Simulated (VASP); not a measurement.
# BN (P6_3/mmc) in VASP: notebook

The runs below take BN through relaxation of cell and atoms, with PBE+D3(BJ).

Program: VASP 6.6.1. These are calculated values, not measurements. Logs are shortened: lines on timing, memory, paths and dates and some standing lists are left out, and cuts for length are marked.

## (1) The structure

Symmetry: P6_3/mmc, No. 194, hexagonal system. The conventional cell has a = 2.498 Å, b = 2.498 Å, c = 6.636 Å, α = 90.00°, β = 90.00°, γ = 120.00°. Around B (site symmetry -6m2) lie 3 N at 1.44 Å. N (site symmetry -6m2) is surrounded by 3 B at 1.44 Å.

## (2) Relaxation of cell and atoms, PBE+D3(BJ)

INCAR reads:

```
  PREC = Accurate
  ENCUT = 520
  EDIFF = 1E-7
  ISMEAR = 0
  SIGMA = 0.02
  LREAL = False
  LASPH = True
  NELM = 100
  ALGO = Normal
  ISIF = 3
  LWAVE = False
  LCHARG = False
  GGA = PE
  IVDW = 12
  IBRION = 2
  NSW = 80
  EDIFFG = -0.002
```

KPOINTS reads:

```
regular mesh
0
Gamma
  21 21 8
```

POSCAR reads:

```
BN
1.0
    2.4982400000      0.0000000000      0.0000000000
   -1.2491200000      2.1635393000      0.0000000000
    0.0000000000      0.0000000000      6.6357000000
B N
2 2
Direct
    0.3333333300      0.6666666700      0.2500000000
    0.6666666700      0.3333333300      0.7500000000
    0.3333333300      0.6666666700      0.7500000000
    0.6666666700      0.3333333300      0.2500000000
```

Potentials or basis: VASP PAW PBE potentials, release 64 (B, N).

Run with:

```
cat potpaw_PBE.64/B/POTCAR potpaw_PBE.64/N/POTCAR > POTCAR
mpirun -np 1 vasp_std > vasp.out
```

OUTCAR:

```text
PREC = Accurate
   ENCUT = 520
   EDIFF = 1E-7
   ISMEAR = 0
   LREAL = False
   LASPH = True
   NELM = 100
   ISIF = 3
   GGA = PE
   IVDW = 12
   IBRION = 2
   NSW = 80
   EDIFFG = -0.002
 IVDW          = 12

 ion  position               nearest neighbor table
   1  0.333  0.667  0.250-   4 1.44   4 1.44   4 1.44
   2  0.667  0.333  0.750-   3 1.44   3 1.44   3 1.44
   3  0.333  0.667  0.750-   2 1.44   2 1.44   2 1.44
   4  0.667  0.333  0.250-   1 1.44   1 1.44   1 1.44

  LATTYP: Found a hexagonal cell.
 ALAT       =     2.4982400000
 C/A-ratio  =     2.6561499296

  Lattice vectors:

 A1 = (   2.4982400000,   0.0000000000,   0.0000000000)
 A2 = (  -1.2491200000,   2.1635393000,   0.0000000000)
 A3 = (   0.0000000000,   0.0000000000,   6.6357000000)

Analysis of symmetry for initial positions (statically):
=====================================================================
 Subroutine PRICEL returns:
 Original cell was already a primitive cell.

 Routine SETGRP: Setting up the symmetry group for a
 hexagonal supercell.

 Subroutine GETGRP returns: Found 24 space group operations
 (whereof 12 operations were pure point group operations)
 out of a pool of 24 trial point group operations.

The static configuration has the point symmetry D_3d.
 The point group associated with its full space group is D_6h.

Analysis of symmetry for dynamics (positions and initial velocities):
=====================================================================
 Subroutine PRICEL returns:
 Original cell was already a primitive cell.

 Routine SETGRP: Setting up the symmetry group for a
 hexagonal supercell.

 Subroutine GETGRP returns: Found 24 space group operations
 (whereof 12 operations were pure point group operations)
 out of a pool of 24 trial point group operations.

The dynamic configuration has the point symmetry D_3d.
 The point group associated with its full space group is D_6h.

 Subroutine INISYM returns: Found 24 space group operations
 (whereof 12 operations are pure point group operations),
 and found     1 'primitive' translations

----------------------------------------------------------------------------------------

                                     Primitive cell

  volume of cell :      35.8662

  direct lattice vectors                    reciprocal lattice vectors
     2.498240000  0.000000000  0.000000000     0.400281798  0.231102805  0.000000000
    -1.249120000  2.163539300  0.000000000     0.000000000  0.462205609  0.000000000
     0.000000000  0.000000000  6.635700000     0.000000000  0.000000000  0.150700002

  length of vectors
[... 98 lines left out ...]
   NUPDOWN=      -1.0000    fix difference up-down
   EMIN   =  10.00;   EMAX   =-10.00  energy-range for DOS
   EFERMI =   0.00;   METHOD = LEGACY
   ISMEAR =     0;   SIGMA  =   0.02  broadening in eV -4-tet -1-fermi 0-gaus
   EFERMI_NEDOS =   21; number of points for ismear=-14 and -15
   IALGO  =     38    algorithm
   IMIX   =      4    mixing-type and parameters
     AMIX     =   0.40;   BMIX     =  1.00
     AMIX_MAG =   1.60;   BMIX_MAG =  1.00
  volume/ion in A,a.u.               =       8.97        60.51
  Fermi-wavevector in a.u.,A,eV,Ry     =   1.250891  2.363842 21.289433  1.564729
  Thomas-Fermi vector in A             =   2.384864
   LORBIT       =      0    0 simple, 1 ext, 2 COOP (PROOUT), +10 PAW based schemes
   GGA     = PE    functional components
   LHFCALC =     F    Hartree Fock is set to
   AEXX    =    0.0000 exact exchange contribution
   IVDW    =    12    specifies the selected vdW correction
   LEPSILON=     F    determine dielectric tensor
   LRPA    =     F    only Hartree local field effects (RPA)
 conjugate gradient relaxation of ions
 non-spin polarized calculation
 Gauss-broadening in eV      SIGMA  =   0.02
  energy-cutoff  :      520.00
  volume of cell :       35.87
 maximum number of plane-waves:       991
 NGX is ok and might be reduce to    20
   NGX =  9   NGY =  9   NGZ = 25

--------------------------------------- Ionic step        1  -------------------------------------------

 number of electron      15.9999997 magnetization

 Free energy of the ion-electron system (eV)
  ---------------------------------------------------
  ext. energy  EPLUGINS =         0.00000000
  ---------------------------------------------------
  free energy    TOTEN  =       -35.14691454 eV

  energy without entropy =      -35.14691454  energy(sigma->0) =      -35.14691454

------------------------ aborting loop because EDIFF is reached ----------------------------------------

 Edisp (eV)   -0.56768

 E8    (eV) :    -0.1663
[... 111 lines left out ...]
  FREE ENERGIE OF THE ION-ELECTRON SYSTEM (eV)
  ---------------------------------------------------
  free  energy   TOTEN  =       -35.7174795231 eV

  energy  without entropy=      -35.7174795231  energy(sigma->0) =      -35.71747952

[... ionic steps 4 to 8 ...]

--------------------------------------- Ionic step        9  -------------------------------------------

 number of electron      15.9999997 magnetization

------------------------ aborting loop because EDIFF is reached ----------------------------------------
[... 79 lines left out ...]
--------------------------------------- Ionic step       11  -------------------------------------------

 number of electron      15.9999997 magnetization

 Free energy of the ion-electron system (eV)
  ---------------------------------------------------
  ext. energy  EPLUGINS =         0.00000000
  ---------------------------------------------------
  free energy    TOTEN  =       -35.14862701 eV

  energy without entropy =      -35.14862701  energy(sigma->0) =      -35.14862701

 E-fermi :   2.5043     XC(G=0): -10.1179

 val. band max:        2.3670295058   @ k =   0.3333   0.2857   0.0000
 cond. band min:       6.6082482243   @ k =   0.4762   0.0476   0.0000
 fundamental gap:      4.2412187185
 Fermi energy:         2.5042674899

 k-point     1 :       0.0000    0.0000    0.0000
  band No.  band energies     occupation
      1     -15.4619      2.00000
      2     -15.1480      2.00000
      3      -3.9080      2.00000
      4      -1.6932      2.00000
      5       0.9910      2.00000
      6       0.9910      2.00000
      7       1.0316      2.00000
      8       1.0316      2.00000
      9       7.6396      0.00000
     10      12.7277      0.00000
     11      13.8423      0.00000
     12      13.8423      0.00000
[... 331 lines left out ...]
 k-point    24 :       0.1905    0.0952    0.0000
  band No.  band energies     occupation
      1     -14.2688      2.00000
      2     -14.0014      2.00000
      3      -2.6106      2.00000
      4      -2.5631      2.00000
      5      -2.2502      2.00000
      6      -0.9462      2.00000
      7      -0.8861      2.00000
      8      -0.2403      2.00000
      9       9.5637      0.00000
     10      11.2205      0.00000
     11      11.5836      0.00000
     12      13.6263      0.00000

 [... further k-points ...]

------------------------ aborting loop because EDIFF is reached ----------------------------------------

 Edisp (eV)   -0.56904

 E8    (eV) :    -0.1668
[... 27 lines left out ...]
  FREE ENERGIE OF THE ION-ELECTRON SYSTEM (eV)
  ---------------------------------------------------
  free  energy   TOTEN  =       -35.7176690907 eV

  energy  without entropy=      -35.7176690907  energy(sigma->0) =      -35.71766909

 reached required accuracy - stopping structural energy minimisation
```

OSZICAR:

```text
N       E                     dE             d eps       ncg     rms          rms(c)
DAV:   1     0.642840194864E+02    0.64284E+02   -0.83186E+03  5776   0.123E+03
[... 87 lines left out ...]
  10 F= -.35717644E+02 E0= -.35717644E+02  d E =0.247826E-04
       N       E                     dE             d eps       ncg     rms          rms(c)
DAV:   1    -0.351486397023E+02    0.34804E-03   -0.56099E-04  6508   0.253E-01    0.269E-02
DAV:   2    -0.351486279461E+02    0.11756E-04   -0.25561E-05  7192   0.493E-02    0.104E-02
DAV:   3    -0.351486270604E+02    0.88572E-06   -0.40423E-06  7076   0.164E-02    0.360E-03
DAV:   4    -0.351486269450E+02    0.11541E-06   -0.50827E-07  7080   0.640E-03    0.167E-03
DAV:   5    -0.351486270103E+02   -0.65262E-07   -0.10207E-07  3392   0.296E-03
  11 F= -.35717669E+02 E0= -.35717669E+02  d E =-.221049E-06
```

Run time: 6.4 min. Hardware: 1 thread of AMD EPYC 9R14 (Zen 4), shared host; peak memory 0.2 GiB.

What came out:

```yaml
Free_energy: -35.7177 eV
Relaxed_volume: 8.96 Å³/atom
Relaxed_cell: a = 2.507 Å, b = 2.507 Å, c = 6.585 Å, α = 90.00°, β = 90.00°, γ = 120.00°
Space_group_after_relaxing_to_0.05_Å: P6_3/mmc (No. 194)
Energy_gained_by_relaxing: 0.8 meV/atom
Ionic_steps: 11
Pressure_after_relaxing: 0.0 GPa
Band_gap_on_the_k_mesh: 4.24 eV, indirect (least direct gap 4.63 eV)
Dispersion_energy_per_atom: -0.142 eV
```

The path:
| step | energy change (eV) | largest force (eV/Å) | pressure (GPa) | volume (Å³) |
| --- | --- | --- | --- | --- |
| 1 | 0.0000 | 0.0000 | 2.42 | 35.87 |
| 2 | 0.0077 | 0.0000 | -4.69 | 36.57 |
| 3 | -0.0029 | 0.0000 | -0.09 | 36.11 |
| 4 | -0.0029 | 0.0000 | -0.04 | 36.10 |
| 5 | -0.0029 | 0.0000 | -0.03 | 36.08 |
| 6 | -0.0030 | 0.0000 | -0.02 | 36.03 |
| 7 | -0.0031 | 0.0000 | 0.01 | 35.92 |
| 8 | -0.0030 | 0.0000 | 0.06 | 35.70 |
| 9 | -0.0031 | 0.0000 | 0.03 | 35.84 |
| 10 | -0.0031 | 0.0000 | -0.23 | 35.86 |
| 11 | -0.0031 | 0.0000 | 0.00 | 35.84 |

Final structure:
```
CELL_PARAMETERS angstrom
2.50681 0.00000 0.00000
-1.25341 2.17097 0.00000
0.00000 0.00000 6.58542
ATOMIC_POSITIONS crystal
B 0.33333 0.66667 0.25000
B 0.66667 0.33333 0.75000
N 0.33333 0.66667 0.75000
N 0.66667 0.33333 0.25000
```

Caveat: an odd mesh through Γ misses points on the zone boundary, where band edges often lie. Expect the measured gap to be larger: semilocal functionals such as PBE lack the derivative discontinuity.

## (3) Relaxation of cell and atoms, PBE+D3(BJ)

INCAR is that of step 2.

KPOINTS is that of step 2.

POSCAR reads:

```
BN                                      
1.0
    2.5068149928      0.0000000000     -0.0000000000
   -1.2534074964      2.1709654616     -0.0000000000
    0.0000000000     -0.0000000000      6.5854223834
  B               N             
     2     2
Direct
     0.3333333300000021    0.6666666699999979    0.2500000000000000
     0.6666666699999979    0.3333333300000021    0.7500000000000000
     0.3333333300000021    0.6666666699999979    0.7500000000000000
     0.6666666699999979    0.3333333300000021    0.2500000000000000
```

Potentials or basis: VASP PAW PBE potentials, release 64 (B, N).

Run with:

```
cat potpaw_PBE.64/B/POTCAR potpaw_PBE.64/N/POTCAR > POTCAR
mpirun -np 1 vasp_std > vasp.out
```

Wall time 64 s (1 thread of AMD EPYC 9R14 (Zen 4), shared host); peak memory 0.2 GiB.

It converged, with:

```
Free energy                : -35.7176 eV
Pressure after relaxing    : 0.0 GPa
Band gap on the k mesh     : 4.24 eV, indirect (least direct gap 4.63 eV)
Dispersion energy per atom : -0.142 eV
```

Final structure:
```
B N
1.0
     2.50681    0.00000    0.00000
    -1.25341    2.17097    0.00000
     0.00000    0.00000    6.58542
B N
2 2
Direct
  0.33333 0.66667 0.25000
  0.66667 0.33333 0.75000
  0.33333 0.66667 0.75000
  0.66667 0.33333 0.25000
```

Levels at points of the mesh, in eV from the valence-band top:
| k point | band 5 | band 6 | band 7 | band 8 | band 9 | band 10 | band 11 | band 12 |
| --- | --- | --- | --- | --- | --- | --- | --- | --- |
| (0.00, 0.00, 0.00) | -1.38 | -1.38 | -1.34 | -1.34 | 5.27 | 10.36 | 11.48 | 11.48 |
| (0.00, 0.00, 0.50) | -1.36 | -1.36 | -1.36 | -1.36 | 7.68 | 7.68 | 11.54 | 11.54 |

Caveat: the relaxation stopped at its first step, so nothing moved; an odd mesh through Γ misses points on the zone boundary, where band edges often lie. Expect the measured gap to be larger: semilocal functionals such as PBE lack the derivative discontinuity.
